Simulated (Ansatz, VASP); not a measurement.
Ru in VASP and in Ansatz

```xyz
2
Lattice="2.6897 0.0000 0.0000 -1.3448 2.3293 0.0000 0.0000 0.0000 4.2524" Properties=species:S:1:pos:R:3 pbc="T T T"
Ru    0.0000    1.5529    1.0631
Ru    1.3448    0.7764    3.1893
```

Alike in both runs: task single point; functional PBEsol; k mesh 21 × 21 × 12; occupations gaussian, width 0.15 eV; no spin polarisation.

|  | VASP | Ansatz |
| --- | --- | --- |
| version | VASP 6.6.1 | Ansatz 0.2.0 |
| potentials or method | VASP PAW PBE potentials, release 64 (Ru_pv) | scalar-relativistic, plane waves, PAW |
| plane-wave cutoff (eV) | 520 | 420 |
| valence electrons in the cell | 28 | 32 |

|  | VASP | Ansatz | Ansatz less VASP |
| --- | --- | --- | --- |
| gap on the k mesh at the Fermi level (eV) | none | none | - |
| pressure (GPa) | 0.0 | 0.1 | +0.09 |
| largest component of the traceless stress (GPa) | 0.51 | 0.52 | +0.005 |

A gap of «none» marks a metal or a gap that the smearing closes. With one functional, cell and mesh, what is left measures potentials, basis and numerics. The two sets of potentials don't hold the same shells in valence. Ansatz warned: «pseudo_functional_mismatch».

Caveats: the PAW data sets were made with another functional, which shifts forces and pressure a little (VASP).
